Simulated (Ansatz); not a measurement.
# Si4C: the cost of one run

Computed with Ansatz 0.2.0 (DFT PBE, scalar-relativistic, plane waves, PAW, unless a step's input says otherwise).

**1. The starting structure**

The structure is tetragonal, space group I4/m (No. 87). The conventional cell has a = 6.151 Å, b = 6.151 Å, c = 3.890 Å, α = 90.00°, β = 90.00°, γ = 90.00°. Around Si (site symmetry m) lie 9 Si at 2.75 Å and 3 C at 2.75 Å. C (site symmetry 4/m) has 12 Si at 2.75 Å as nearest neighbours.

Coordinates:

```cif
data_structure
_symmetry_space_group_name_H-M 'P 1'
_symmetry_Int_Tables_number 1
_cell_length_a 4.7647
_cell_length_b 4.7647
_cell_length_c 4.7647
_cell_angle_alpha 99.594
_cell_angle_beta 99.594
_cell_angle_gamma 131.810
_cell_volume 73.60
loop_
_atom_site_label
_atom_site_type_symbol
_atom_site_fract_x
_atom_site_fract_y
_atom_site_fract_z
_atom_site_occupancy
Si1 Si 0.80000 0.40000 0.20000 1
Si2 Si 0.20000 0.60000 0.80000 1
Si3 Si 0.60000 0.80000 0.40000 1
Si4 Si 0.40000 0.20000 0.60000 1
C1 C 0.00000 0.00000 0.00000 1
```

The start is an ordering of an alloy on its end members' structure types: elements ordered on the sites of the Ir type, Si/C on Ir (I4/m, No. 87).

**2. The guess as it stands, on a coarse mesh**

input.yaml reads:

```yaml
crystal:
  lattice:
    - [-3.07557146, 3.07557146, 1.94516219]
    - [3.07557146, -3.07557146, 1.94516219]
    - [3.07557146, 3.07557146, -1.94516219]
  atoms:
    - { symbol: Si, position: [0.8, 0.4, 0.2] }
    - { symbol: Si, position: [0.2, 0.6, 0.8] }
    - { symbol: Si, position: [0.6, 0.8, 0.4] }
    - { symbol: Si, position: [0.4, 0.2, 0.6] }
    - { symbol: C, position: [0.0, 0.0, 0.0] }
basis:
  ecutwfc: 420
kpoints:
  mp_grid: { grid: [6, 6, 6] }
hamiltonian:
  xc: pbe
scf:
  occupations: { method: gaussian, width: 0.1 }
  lower_state_search: "off"
output:
  forces: true
  stress: true
  eigenvalues: true
```

Run with:

```console
> ansatz run input.yaml --threads 1 --pin off --max-ram 2560MiB --backend cpu --events-out ev --progress --plain --runs-dir out
```

What time and memory should one allow on 1 thread of Intel Xeon Platinum 8488C (Sapphire Rapids), shared host?

About 1.6 s, with a peak of 0.4 GiB.
